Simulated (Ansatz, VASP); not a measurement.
# Two plane-wave programs on ZrB

```xyz
2
Lattice="0.0000 2.2883 2.5835 2.2883 0.0000 2.5835 2.2883 2.2883 0.0000" Properties=species:S:1:pos:R:3 pbc="T T T"
Zr    0.0000    0.0000    0.0000
B     2.2883    2.2883    2.5835
```

Alike in both runs: task single point; functional LDA; k mesh 18 × 18 × 18; occupations gaussian, width 0.15 eV; no spin polarisation.

```csv
,VASP,Ansatz
version,VASP 6.6.1,Ansatz 0.2.0
potentials or method,"VASP PAW LDA potentials, release 64 (Zr_sv, B)","scalar-relativistic, plane waves, PAW"
plane-wave cutoff (eV),520,520
valence electrons in the cell,15,15
```

|  | VASP | Ansatz | Ansatz less VASP |
| --- | --- | --- | --- |
| gap on the k mesh at the Fermi level (eV) | none | none | - |
| pressure (GPa) | 12.3 | 12.0 | -0.37 |
| largest component of the traceless stress (GPa) | 28.35 | 28.23 | -0.120 |

A gap of «none» marks a metal or a gap that the smearing closes.
